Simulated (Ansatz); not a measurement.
Si:

```
Si
1.0
     0.00000    2.72185    2.72185
     2.72185    0.00000    2.72185
     2.72185    2.72185    0.00000
Si
2
Cartesian
  2.7219 2.7219 2.7219
  4.0828 4.0828 4.0828
```

```yaml
Program: Ansatz 0.2.0
Task: relaxation of cell and atoms
Functional: revPBE
Potentials_or_basis: Ansatz PAW
Cutoff: "420 eV (not typed: the program's choice for these potentials)"
k_mesh: 8 × 8 × 8
Occupations: fermi-dirac, width 0.05 eV
Spin: no spin polarisation
```

At the start: volume 20.16 Å³/atom.

Problem. How do energy, volume and symmetry change on relaxing?

Solution. It ends after 4 steps and the volume is 20.72 Å³/atom (+2.8 %); space group Fd-3m (No. 227, to 0.05 Å).

The path:
```tsv
step	energy change (eV)	largest force (eV/Å)	volume (Å³)
1	0.0000	0.0000	40.33
2	-0.0080	0.0000	41.17
3	-0.0085	0.0000	41.44
4	-0.0086	0.0000	41.44
```

Final structure:
```
Si
1.0
     0.00000    2.74663    2.74663
     2.74663    0.00000    2.74663
     2.74663    2.74663    0.00000
Si
2
Direct
  0.50000 0.50000 0.50000
  0.75000 0.75000 0.75000
```

Caveat: the plane-wave basis is chosen anew once the cell has moved, so the energies of steps on either side of that aren't comparable; the PAW data sets come from PBE, with cores solved anew for the run's functional, which leaves a small shift of forces and pressure.
